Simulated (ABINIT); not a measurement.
# KCl (Sylvite) (Fm-3m) in ABINIT: a series of runs

The runs below take KCl (Sylvite) through single point, with PBEsol+D3(BJ), r2SCAN+D4.

Everything below comes from runs of ABINIT 10.8.3 (patched build). Logs are shortened: lines on timing, memory, paths and dates and some standing lists are left out, and cuts for length are marked. The log counts tension as positive stress, the text compression.

**Experimental background.**

From a printed reference work, monograph, for a bulk crystal of KCl: band gap 8.68 eV.

The results are compared with them further down.

**1. Starting point**

Symmetry: Fm-3m, No. 225, cubic system. The conventional cell has a = 6.293 Å, b = 6.293 Å, c = 6.293 Å, α = 90.00°, β = 90.00°, γ = 90.00°. K (site symmetry m-3m) has 6 Cl at 3.15 Å as nearest neighbours. Cl (site symmetry m-3m) has 6 K at 3.15 Å as nearest neighbours.

**2. Single point, PBEsol+D3(BJ)**

Contents of run.py:

```python
import json, os
import numpy as np
from ase.units import GPa
from ase.calculators.mixing import SumCalculator
from dftd3.ase import DFTD3
from ase.calculators.abinit import Abinit, AbinitProfile
from ase.spacegroup import crystal

atoms = crystal(['K', 'Cl'],
                basis=[[0.0, 0.0, 0.0], [0.5, 0.0, 0.0]],
                spacegroup=225, setting=1,
                cellpar=[6.29294, 6.29294, 6.29294, 90.0, 90.0, 90.0])

profile = AbinitProfile(command='abinit', pp_paths=[os.path.abspath('pseudos')])
params = dict(
    pps='upf', xc='PBE',
    ecut=1006.8213,
    kptopt=1,
    ngkpt=[4, 4, 4],
    nshiftk=1,
    shiftk=[0.0, 0.0, 0.0],
    ixc=-116133,
    nband=39,
    occopt=4,
    tsmear=0.02,
    nstep=100,
    tolvrs=1e-10,
    prtwf=0,
    prtden=0,
)

atoms.calc = SumCalculator([Abinit(profile=profile, directory='run', **params), DFTD3(method='pbesol', damping='d3bj')])
energy = atoms.get_potential_energy()
forces = atoms.get_forces()
stress = atoms.get_stress()
print(f'energy {energy:.6f} eV')
print('forces (eV/A)')
print(np.round(forces, 5))
print('stress (GPa, Voigt, tension positive)', np.round(stress / GPa, 4))
json.dump(dict(energy=energy, forces=forces.tolist(), stress=stress.tolist(), cell=atoms.cell.tolist(), frac=atoms.get_scaled_positions(wrap=False).tolist()), open('results.json', 'w'))
```

Potentials or basis: PseudoDojo NC SR PBEsol v0.4.1 standard.

Started as:

```
python run.py
```

Log:

```text
energy -5062.688997 eV
forces (eV/A)
[[ 0.  0. -0.]
 [-0. -0. -0.]
 [-0.  0. -0.]
 [-0. -0. -0.]
 [ 0. -0. -0.]
 [-0.  0. -0.]
 [ 0. -0.  0.]
 [ 0.  0.  0.]]
stress (GPa, Voigt, tension positive) [ 1.4244  1.4244  1.4244  0.      0.     -0.    ]
```

abinit.in:

```text
ecut 1006.8213 eV
ixc -116133
kptopt 1
natom 8
nband 39
ngkpt
4 4 4
nshiftk 1
nsppol 1
nstep 100
occopt 4
prtden 0
prtwf 0
shiftk
0.0 0.0 0.0
tolvrs 1e-10
tsmear 0.02 eV
#Definition of the unit cell
acell
1.00000000000000 1.00000000000000 1.00000000000000 Angstrom
rprim
6.29294000000000 0.00000000000000 0.00000000000000
0.00000000000000 6.29294000000000 0.00000000000000
0.00000000000000 0.00000000000000 6.29294000000000
chkprim 0 # Allow non-primitive cells
#Definition of the atom types
ntypat 2
znucl 17 19
#Enumerate different atomic species
typat
 2 2 2 2 1 1 1 1
pseudos "./pseudos/17_Cl.upf,
./pseudos/19_K.upf"
#Definition of the atoms
xcart
0.00000000000000 0.00000000000000 0.00000000000000
0.00000000000000 5.94596656316212 5.94596656316212
5.94596656316212 0.00000000000000 5.94596656316212
5.94596656316212 5.94596656316212 0.00000000000000
5.94596656316212 0.00000000000000 0.00000000000000
0.00000000000000 5.94596656316212 0.00000000000000
0.00000000000000 0.00000000000000 5.94596656316212
5.94596656316212 5.94596656316212 5.94596656316212
chkexit 1 # abinit.exit file in the running directory terminates after the current SCF
```

abinit.abo:

```text
.Version 10.8.3 of ABINIT
 Symmetries : the unit cell is not primitive
================================================================================
 Values of the parameters that define the memory need of the present run
     intxc =       0    ionmov =       0      iscf =       7    lmnmax =       6
     lnmax =       6     mgfft =      72  mpssoang =       3    mqgrid =    3257
     natom =       8  nloc_mem =       1    nspden =       1   nspinor =       1
    nsppol =       1      nsym =     192    n1xccc =    2501    ntypat =       2
    occopt =       4   xclevel =       2
       mpw =       18145          nfft =      373248          nkpt =          10
================================================================================
================================================================================

--------------------------------------------------------------------------------
------------- Echo of variables that govern the present computation ------------
--------------------------------------------------------------------------------
 -outvars: echo values of preprocessed input variables --------
            acell      1.8897261259E+00  1.8897261259E+00  1.8897261259E+00 Bohr
              amu      3.54527000E+01  3.90983000E+01
          chkexit           1
          chkprim           0
             ecut      3.70000003E+01 Hartree
              ixc     -116133
         kptrlatt        4    0    0      0    4    0      0    0    4
          kptrlen      4.75677325E+01
            natom           8
            nband          39
            ngfft          72      72      72
             nkpt          10
            nstep         100
             nsym         192
           ntypat           2
           occopt           4
           prtden           0
            prtwf           0
            rprim      6.2929400000E+00  0.0000000000E+00  0.0000000000E+00
                       0.0000000000E+00  6.2929400000E+00  0.0000000000E+00
                       0.0000000000E+00  0.0000000000E+00  6.2929400000E+00
           tolvrs      1.00000000E-10
           tsmear      7.34986444E-04 Hartree
            typat      2  2  2  2  1  1  1  1
           xangst     -5.8986885516E-11 -5.8986885516E-11 -5.8986885516E-11
                      -5.8986885516E-11  3.1464699999E+00  3.1464699999E+00
                       3.1464699999E+00 -5.8986885516E-11  3.1464699999E+00
                       3.1464699999E+00  3.1464699999E+00 -5.8986885516E-11
                       3.1464699999E+00 -5.8986885516E-11 -5.8986885516E-11
                      -5.8986885516E-11  3.1464699999E+00 -5.8986885516E-11
                      -5.8986885516E-11 -5.8986885516E-11  3.1464699999E+00
                       3.1464699999E+00  3.1464699999E+00  3.1464699999E+00
            xcart     -1.1146905865E-10 -1.1146905865E-10 -1.1146905865E-10
                      -1.1146905865E-10  5.9459665633E+00  5.9459665633E+00
                       5.9459665633E+00 -1.1146905865E-10  5.9459665633E+00
                       5.9459665633E+00  5.9459665633E+00 -1.1146905865E-10
                       5.9459665633E+00 -1.1146905865E-10 -1.1146905865E-10
                      -1.1146905865E-10  5.9459665633E+00 -1.1146905865E-10
                      -1.1146905865E-10 -1.1146905865E-10  5.9459665633E+00
                       5.9459665633E+00  5.9459665633E+00  5.9459665633E+00
             xred     -9.3735019746E-12 -9.3735019746E-12 -9.3735019746E-12
                      -9.3735019746E-12  4.9999999999E-01  4.9999999999E-01
                       4.9999999999E-01 -9.3735019746E-12  4.9999999999E-01
                       4.9999999999E-01  4.9999999999E-01 -9.3735019746E-12
                       4.9999999999E-01 -9.3735019746E-12 -9.3735019746E-12
                      -9.3735019746E-12  4.9999999999E-01 -9.3735019746E-12
[... 162 lines left out ...]
    3     -0.00000000000000    -0.00000000000000    -0.00000000000000
    4     -0.00000000000000    -0.00000000000000    -0.00000000000000
    5     -0.00000000000000    -0.00000000000000    -0.00000000000000
    6      0.00000000000000     0.00000000000000    -0.00000000000000
    7      0.00000000000000     0.00000000000000    -0.00000000000000
    8     -0.00000000000000    -0.00000000000000    -0.00000000000000
 frms,max,avg= 3.3612917E-27 6.3399336E-27   0.000E+00  0.000E+00  0.000E+00 h/b

 cartesian forces (eV/Angstrom) at end:
    1     -0.00000000000000     0.00000000000000     0.00000000000000
    2     -0.00000000000000     0.00000000000000     0.00000000000000
    3     -0.00000000000000    -0.00000000000000    -0.00000000000000
    4     -0.00000000000000    -0.00000000000000    -0.00000000000000
    5     -0.00000000000000    -0.00000000000000    -0.00000000000000
    6      0.00000000000000     0.00000000000000    -0.00000000000000
    7      0.00000000000000     0.00000000000000    -0.00000000000000
    8     -0.00000000000000    -0.00000000000000    -0.00000000000000
 frms,max,avg= 1.7284457E-25 3.2601249E-25   0.000E+00  0.000E+00  0.000E+00 e/A
 length scales=  1.889726125908  1.889726125908  1.889726125908 bohr
              =  1.000000000000  1.000000000000  1.000000000000 angstroms
 Fermi (or HOMO) energy (hartree) =   0.14797   Average Vxc (hartree)=  -0.28759
 Eigenvalues (hartree) for nkpt=  10  k points:
 kpt#   1, nband= 39, wtk=  0.01563, kpt=  0.0000  0.0000  0.0000 (reduced coord)
  -1.00415   -1.00363   -1.00363   -1.00363   -0.45461   -0.45087   -0.45087   -0.45087
  -0.40421   -0.40421   -0.40421   -0.40091   -0.40091   -0.40091   -0.40091   -0.40091
  -0.40091   -0.39878   -0.39878   -0.39878   -0.03506   -0.03506   -0.03506   -0.01869
  -0.01869   -0.01869   -0.01869   -0.01869   -0.01869   -0.01032   -0.01032   -0.01032
   0.17443    0.22480    0.22480    0.22480    0.29174    0.29196    0.29268
      occupation numbers for kpt#   1
   2.00000    2.00000    2.00000    2.00000    2.00000    2.00000    2.00000    2.00000
   2.00000    2.00000    2.00000    2.00000    2.00000    2.00000    2.00000    2.00000
   2.00000    2.00000    2.00000    2.00000    2.00000    2.00000    2.00000    2.00000
   2.00000    2.00000    2.00000    2.00000    2.00000    2.00000    2.00000    2.00000
   0.00000    0.00000    0.00000    0.00000    0.00000    0.00000    0.00000
 prteigrs : prtvol=0 or 1, do not print more k-points.

--- !EnergyTerms
iteration_state     : {dtset: 1, }
comment             : Components of total free energy in Hartree
kinetic             :  6.34641470757520E+01
hartree             :  3.95857814759774E+01
xc                  : -4.32459009471303E+01
Ewald energy        : -1.23333760004880E+02
psp_core            :  2.63046527671773E+00
local_psp           : -1.51082016974929E+02
non_local_psp       :  2.59858920455866E+01
internal            : -1.85995392052905E+02
'-kT*entropy'       :  7.73639187223967E-16
total_energy        : -1.85995392052905E+02
total_energy_eV     : -5.06119245312426E+03
band_energy         : -2.18906034561056E+01
...

 Cartesian components of stress tensor (hartree/bohr^3)
  sigma(1 1)=  1.43885849E-05  sigma(3 2)=  0.00000000E+00
  sigma(2 2)=  1.43885849E-05  sigma(3 1)=  0.00000000E+00
  sigma(3 3)=  1.43885849E-05  sigma(2 1)=  0.00000000E+00

-Cartesian components of stress tensor (GPa)         [Pressure= -4.2333E-01 GPa]
- sigma(1 1)=  4.23326784E-01  sigma(3 2)=  0.00000000E+00
- sigma(2 2)=  4.23326784E-01  sigma(3 1)=  0.00000000E+00
- sigma(3 3)=  4.23326784E-01  sigma(2 1)=  0.00000000E+00

== END DATASET(S) ==============================================================
================================================================================

 -outvars: echo values of variables after computation  --------
            acell      1.8897261259E+00  1.8897261259E+00  1.8897261259E+00 Bohr
           etotal     -1.8599539205E+02
            fcart     -2.3548324753E-27  5.4342287891E-28  5.6153697488E-27
                      -2.3548324753E-27  5.4342287891E-28  5.6153697488E-27
                      -9.0570479819E-28 -5.2530878295E-27 -1.6302686367E-27
                      -9.0570479819E-28 -5.2530878295E-27 -1.6302686367E-27
                      -1.6302686367E-27 -1.8114095964E-28 -3.8039601524E-27
                       4.8908059102E-27  6.3399335873E-27 -1.8114095964E-28
                       4.8908059102E-27  3.4416782331E-27 -1.8114095964E-28
                      -1.6302686367E-27 -1.8114095964E-28 -3.8039601524E-27
            rprim      6.2929400000E+00  0.0000000000E+00  0.0000000000E+00
                       0.0000000000E+00  6.2929400000E+00  0.0000000000E+00
                       0.0000000000E+00  0.0000000000E+00  6.2929400000E+00
           strten      1.4388584924E-05  1.4388584924E-05  1.4388584924E-05
                       0.0000000000E+00  0.0000000000E+00  0.0000000000E+00
           xangst     -5.8984265554E-11 -5.8984265554E-11 -5.8984265554E-11
                      -5.8984265554E-11  3.1464699999E+00  3.1464699999E+00
                       3.1464699999E+00 -5.8984265554E-11  3.1464699999E+00
                       3.1464699999E+00  3.1464699999E+00 -5.8984265554E-11
                       3.1464699999E+00 -5.8984265554E-11 -5.8984265554E-11
                      -5.8984265554E-11  3.1464699999E+00 -5.8984265554E-11
                      -5.8984265554E-11 -5.8984265554E-11  3.1464699999E+00
                       3.1464699999E+00  3.1464699999E+00  3.1464699999E+00
             xred     -9.3730856410E-12 -9.3730856410E-12 -9.3730856410E-12
                      -9.3730856410E-12  4.9999999999E-01  4.9999999999E-01
                       4.9999999999E-01 -9.3730856410E-12  4.9999999999E-01
                       4.9999999999E-01  4.9999999999E-01 -9.3730856410E-12
                       4.9999999999E-01 -9.3730856410E-12 -9.3730856410E-12
                      -9.3730856410E-12  4.9999999999E-01 -9.3730856410E-12
                      -9.3730856410E-12 -9.3730856410E-12  4.9999999999E-01
                       4.9999999999E-01  4.9999999999E-01  4.9999999999E-01
 Calculation completed.
```

It took 4.2 min on 1 thread of Arm Neoverse V2, shared host; peak memory 0.26 GiB.

Results:

- Free energy: -5062.6890 eV
- Pressure: -1.4 GPa
- Band gap on the k mesh: 5.03 eV
- Valence electrons inside the program's atomic spheres: K 6.93; Cl 5.06
- Dispersion energy per atom: -0.187 eV

Levels at points of the mesh, in eV from the valence-band top:
```csv
k point,band 28,band 29,band 30,band 31,band 32,band 33,band 34,band 35,band 36,band 37
"(0.00, 0.00, 0.00)",-0.23,-0.23,0.00,0.00,0.00,5.03,6.40,6.40,6.40,8.22
"(0.50, 0.00, 0.00)",-0.48,-0.13,-0.13,-0.13,-0.13,6.50,6.50,7.12,7.12,7.91
"(0.50, 0.50, 0.00)",-0.33,-0.32,-0.32,-0.32,-0.32,7.48,7.48,7.48,7.48,8.00
"(0.50, 0.50, 0.50)",-0.33,-0.33,-0.33,-0.33,-0.33,7.42,7.42,7.42,7.42,8.49
```

**3. Single point, r2SCAN+D4**

Contents of run.py:

```python
import json, os
import numpy as np
from ase.units import GPa
from ase.calculators.mixing import SumCalculator
from dftd4.ase import DFTD4
from ase.calculators.abinit import Abinit, AbinitProfile
from ase.io import read

atoms = read('KCl.cif')

profile = AbinitProfile(command='abinit', pp_paths=[os.path.abspath('pseudos')])
params = dict(
    pps='upf', xc='PBE',
    ecut=1197.301,
    kptopt=1,
    ngkpt=[7, 7, 7],
    nshiftk=1,
    shiftk=[0.0, 0.0, 0.0],
    ixc=-497498,
    usekden=1,
    nc_xccc_gspace=1,
    boxcutmin=3.0,
    nband=10,
    occopt=1,
    nstep=100,
    tolvrs=1e-06,
    diemac=6.0,
    prtwf=0,
    prtden=0,
)

atoms.calc = SumCalculator([Abinit(profile=profile, directory='run', **params), DFTD4(method='r2scan')])
energy = atoms.get_potential_energy()
forces = atoms.get_forces()
stress = atoms.get_stress()
print(f'energy {energy:.6f} eV')
print('forces (eV/A)')
print(np.round(forces, 5))
print('stress (GPa, Voigt, tension positive)', np.round(stress / GPa, 4))
json.dump(dict(energy=energy, forces=forces.tolist(), stress=stress.tolist(), cell=atoms.cell.tolist(), frac=atoms.get_scaled_positions(wrap=False).tolist()), open('results.json', 'w'))
```

Contents of KCl.cif:

```cif
data_KCl
_cell_length_a 4.44978055
_cell_length_b 4.44978055
_cell_length_c 4.44978055
_cell_angle_alpha 60.00000000
_cell_angle_beta 60.00000000
_cell_angle_gamma 60.00000000
_space_group_name_H-M_alt 'P1'
_space_group_name_Hall 'P 1'
_space_group_IT_number 1
loop_
_space_group_symop_operation_xyz
'x,y,z'
loop_
_atom_site_label
_atom_site_type_symbol
_atom_site_symmetry_multiplicity
_atom_site_Wyckoff_symbol
_atom_site_fract_x
_atom_site_fract_y
_atom_site_fract_z
_atom_site_occupancy
K1 K 1 a 0.0000000000 0.0000000000 0.0000000000 1
Cl1 Cl 1 a 0.5000000000 0.5000000000 0.5000000000 1
```

Potentials or basis: PseudoDojo NC SR PBE v0.4.1 standard.

Started as:

```
python run.py
```

It took 5.2 min on 1 thread of Arm Neoverse V2, shared host; peak memory 0.3 GiB.

Results (log left out):

```
Free energy                                           : -1282.4801 eV
Pressure                                              : -0.3 GPa
Band gap on the k mesh                                : 5.77 eV, direct
Valence electrons inside the program's atomic spheres : K 6.95; Cl 5.11
Dispersion energy per atom                            : -0.041 eV
```

Levels at points of the mesh, in eV from the valence-band top:
| k point | band 5 | band 6 | band 7 | band 8 | band 9 | band 10 |
| --- | --- | --- | --- | --- | --- | --- |
| (0.00, 0.00, 0.00) | -10.95 | 0.00 | 0.00 | 0.00 | 5.77 | 9.08 |

Caveat: a meta-GGA on potentials with a model core is unreliable; the potentials were made for another functional, which shifts forces and pressure; an odd mesh through Γ misses points on the zone boundary, where band edges often lie. r2SCAN opens gaps a little over a GGA but as a rule still falls short of measured ones.

**4. For comparison**

An earlier run on the cell as given: functional PBE; potentials or basis JTH PAW PBE v2.0; cutoff 680 eV; k mesh 7 × 7 × 7; occupations fermi-dirac, width 0.05 eV; no spin polarisation.

- Pressure: 0.8 GPa
- Band gap on the k mesh: 5.19 eV, direct
- Valence electrons inside the program's atomic spheres: K 7.17; Cl 4.37

**5. Overview**

| level | potentials or basis | k mesh | cutoff (eV) | smearing | dispersion computed by | SCF threshold (tolvrs) | fine-grid cutoff | other keys | gap on the mesh (eV) | pressure (GPa) |
| --- | --- | --- | --- | --- | --- | --- | --- | --- | --- | --- |
| PBEsol+D3(BJ) | PseudoDojo NC SR PBEsol v0.4.1 standard | 4 × 4 × 4 | 1007 | cold (ABINIT) 0.02 eV | simple-dftd3 1.7.0 | - | - | - | 5.03 | -1.4 |
| r2SCAN+D4 | PseudoDojo NC SR PBE v0.4.1 standard | 7 × 7 × 7 | 1197 | fixed | dftd4 4.3.1 | 1e-06 | - | tolvrs = 1e-06 | 5.77 | -0.3 |
| PBE | JTH PAW PBE v2.0 | 7 × 7 × 7 | 680 | fermi-dirac 0.05 eV | - | - | 1278.94 eV | - | 5.19 | 0.8 |

Alike in all rows: task single point; no spin polarisation; cell as given.

Caveats: an odd mesh through Γ misses points on the zone boundary, where band edges often lie (some runs); a meta-GGA on potentials with a model core is unreliable (some runs); the potentials were made for another functional, which shifts forces and pressure (some runs).

Absolute energies hang on the potentials; compare differences alone.

**6. Comparison with measurements**

Step 2. A measured gap of KCl is 8.68 eV (a printed reference work, monograph); the calculated 5.03 eV misses it by -3.65 eV. The value is that of PBEsol+D3(BJ) on a finite k mesh, which can miss the band edges, without temperature or zero-point motion. Semilocal functionals fall short of measured gaps as a rule.
